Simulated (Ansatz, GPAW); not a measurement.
## Sn: programs and potentials compared

```
Sn
1.0
     0.00000    3.23334    3.23334
     3.23334    0.00000    3.23334
     3.23334    3.23334    0.00000
Sn
2
Cartesian
  4.8500 4.8500 4.8500
  3.2333 3.2333 3.2333
```

This isn't the form of Sn at room conditions, which is tetragonal (white tin).

Alike in all runs: task single point; functional PBE; k mesh 7 × 7 × 7; occupations gaussian, width 0.011 eV; no spin polarisation; no spin-orbit coupling. Pressure is positive in compression and, in plane waves, holds the error of the finite cutoff, which Ansatz's Pulay term estimates and takes out.

```csv
program and potentials,plane-wave cutoff (eV),notes,pressure (GPa)
"Ansatz, Ansatz PAW",420,Pulay term of +0.03 GPa included,3.83
"GPAW, GPAW PAW data sets (gpaw-data 1.2.1)",600,-,3.54
"Ansatz, all-electron LAPW, scalar-relativistic",-,-,3.83
```

The pressure spans 3.54 (GPAW, GPAW PAW data sets (gpaw-data 1.2.1)) to 3.83 GPa (Ansatz, Ansatz PAW), with all-electron results at 3.83.

Differences between rows come from potentials, basis sets and numerical settings, since the functional is the same but for its coding. Runs on potential files found faulty are left out.
